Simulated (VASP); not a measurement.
# Li: single point with PBE

Crystal: Li.

```
Li
1.0
    -1.71705    1.71705    1.71705
     1.71705   -1.71705    1.71705
     1.71705    1.71705   -1.71705
Li
1
Direct
  0.00000 0.00000 0.00000
```

| Quantity | Value |
| --- | --- |
| Program | VASP 6.6.1 |
| Task | single point |
| Functional | PBE |
| Potentials or basis | VASP PAW PBE potentials, release 64 (Li_sv) |
| Cutoff | 520 eV |
| k mesh | 18 × 18 × 18 |
| Occupations | gaussian, width 0.1 eV |
| Spin | no spin polarisation |
| Dipole correction | no |
| Further INCAR settings | ALGO = Fast; EDIFF = 1e-06; NBANDS = 8 |

| Quantity | Value |
| --- | --- |
| Band gap on the k mesh | none (metal or under the smearing width) |

Levels at points of the mesh, in eV from the Fermi level:
| k point | band 1 | band 2 | band 3 | band 4 | band 5 |
| --- | --- | --- | --- | --- | --- |
| (0.00, 0.00, 0.00) | -46.54 | -3.57 | 14.61 | 14.61 | 14.61 |
| (0.50, 0.00, 0.00) | -46.52 | 0.24 | 3.25 | 10.36 | 11.84 |
| (0.50, 0.50, 0.50) | -46.50 | 5.52 | 5.52 | 5.52 | 7.77 |

It took 11 s on 1 thread of Intel(R) Xeon(R) 6975P-C (Granite Rapids) (shared host), peak memory 0.14 GiB.
